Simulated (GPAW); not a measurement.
The system is SnSe.

```
CELL_PARAMETERS angstrom
0.00000 3.01000 3.01000
3.01000 0.00000 3.01000
3.01000 3.01000 0.00000
ATOMIC_POSITIONS crystal
Sn 0.00000 0.00000 0.00000
Se 0.50000 0.50000 0.50000
```

Measurements of this composition are mostly on another form, of space group No. 62.

| Item | Value |
| --- | --- |
| Program | GPAW 26.7.0 |
| Task | relaxation of cell and atoms |
| Functional | RPBE |
| Dispersion | D3(BJ) |
| Potentials or basis | the program's PAW data sets (release 1.2.1) made for this functional |
| Cutoff | 600 eV |
| Basis | pw |
| k mesh | 8 × 8 × 8 |
| Occupations | fermi-dirac, width 0.05 eV |
| Spin | no spin polarisation |

At the start: pressure -10.9 GPa; volume 27.27 Å³/atom.

How do energy, volume and symmetry change on relaxing?

Over 5 steps the energy falls by 208.4 meV/atom and the volume is 22.22 Å³/atom (-18.5 %); space group Fm-3m (No. 225, to 0.05 Å).

Step by step:
```
step  energy change (eV)  largest force (eV/Å)  pressure (GPa)  volume (Å³)
   1              0.0000                0.0000          -10.94        54.54
   2             -0.1375                0.0000           -9.65        52.41
   3             -0.3778                0.0000            5.31        41.98
   4             -0.4154                0.0000           -0.95        44.93
   5             -0.4169                0.0000           -0.06        44.44
```

Final structure:
```
Sn Se
1.0
     0.00000    2.81128    2.81128
     2.81128    0.00000    2.81128
     2.81128    2.81128    0.00000
Sn Se
1 1
Direct
  0.00000 0.00000 0.00000
  0.50000 0.50000 0.50000
```

Caveat: later steps reuse the first step's grids; the volume moved by over 15 % at a fixed basis, so the end points are rough; the volume moved by -19 % from the deposited cell, more than functionals usually miss.
